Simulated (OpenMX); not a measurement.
Runs of OpenMX 3.8.5 on BaTiO3. The typed cell holds 5 atoms: a = 3.903 Å, b = 4.622 Å, c = 3.875 Å, α = 95.76°, β = 80.14°, γ = 98.20°. 

```csv
cell,gap on the mesh (eV),pressure (GPa),largest force (eV/Å)
"P1, 13.59 Å³/atom",0.42,4.8,0.87
"P1, 12.57 Å³/atom",0.33,20.8,0.87
"P1, 11.58 Å³/atom",0.13,44.4,1.14
"P1, 13.08 Å³/atom",0.39,(a),0.84
"P1, 12.07 Å³/atom",0.25,(b),1.00
```

Alike in all rows: task band structure; level PBE; potentials or basis OpenMX 2013 PBE set, Ba10.0-s3p2d2, Ti7.0-s3p2d2, O6.0-s2p2d1, grid cutoff 400 Ry; no spin polarisation; k mesh 5 × 5 × 5; smearing fermi-dirac 0.05 eV.

**Question.** Fill in the values left out.

**Answer.** (a) 12.0; (b) 31.5.

Caveats: spin-orbit coupling is left out, which moves the levels of the heavy elements; the basis of atomic orbitals isn't converged, which shifts pressures, moduli and gaps; forces of over 1 eV/Å show positions far from the minimum, so gaps and moduli don't describe the material at rest (some runs).

A k mesh can miss the band edges, and the runs leave out spin-orbit coupling on Ba.
